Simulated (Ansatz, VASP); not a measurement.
## Fe: VASP beside Ansatz

File INCAR:

```
SYSTEM = Fe
ALGO = Normal ; EDIFF = 1E-7
ENCUT = 520 ; GGA = PE
ISIF = 2 ; ISMEAR = -1
ISPIN = 2 ; LASPH = .True.
LCHARG = .True. ; LELF = .True.
LMAXMIX = 4 ; LORBIT = 11
LREAL = .False. ; LVHAR = .True.
LWAVE = .False. ; MAGMOM = 4 4
NBANDS = 19 ; NELM = 150
PREC = Accurate ; SIGMA = 0.05
```

File KPOINTS:

```
k-points
0
Gamma
  12 12 6
  0 0 0
```

Contents of POSCAR:

```
Fe
1.0
    0.0000000000      1.8195000000      1.8195000000
    1.8195000000      0.0000000000      1.8195000000
    3.6390000000      3.6390000000      0.0000000000
Fe
2
Direct
    0.0000000000      0.0000000000      0.0000000000
    0.0000000000      0.0000000000      0.5000000000
```

Input for Ansatz:

```yaml
crystal:
  lattice:
    - [0.0, 1.8195, 1.8195]
    - [1.8195, 0.0, 1.8195]
    - [3.639, 3.639, 0.0]
  atoms:
    - { symbol: Fe, position: [0.0, 0.0, 0.0], spin: 4.0 }
    - { symbol: Fe, position: [0.0, 0.0, 0.5], spin: 4.0 }
magnetization:
  spin_polarized: true
hamiltonian:
  xc: pbe
  pseudopotentials: { kind: paw }
basis:
  ecutwfc: 420
kpoints:
  mp_grid: { grid: [12, 12, 6] }
scf:
  occupations: { method: fermi_dirac, width: 0.05 }
  lower_state_search: "off"
output:
  forces: true
  stress: true
```

Alike in both runs: task single point; functional PBE; k mesh 12 × 12 × 6; occupations fermi-dirac, width 0.05 eV; collinear spin.

```csv
,VASP,Ansatz
version,VASP 6.6.1,Ansatz 0.2.0
potentials or method,"VASP PAW PBE potentials, release 64 (Fe)","PAW, plane waves, scalar-relativistic"
plane-wave cutoff (eV),520,420
valence electrons in the cell,16,32
```

Ansatz gave:

| Item | Value |
| --- | --- |
| pressure (GPa) | -0.7 |
| net moment per atom (μB) | 2.56 |
| size of the moment on the site where the two differ most (μB) | 2.61 |

Problem. What did VASP give for the same quantities?

Solution. Pressure (GPa): -0.9; net moment per atom (μB): 2.57; size of the moment on the site where the two differ most (μB): 2.57.

Site moments also hang on the region over which each program counts them. With one functional, cell and mesh, what is left measures potentials, basis and numerics. The two sets of potentials don't hold the same shells in valence.
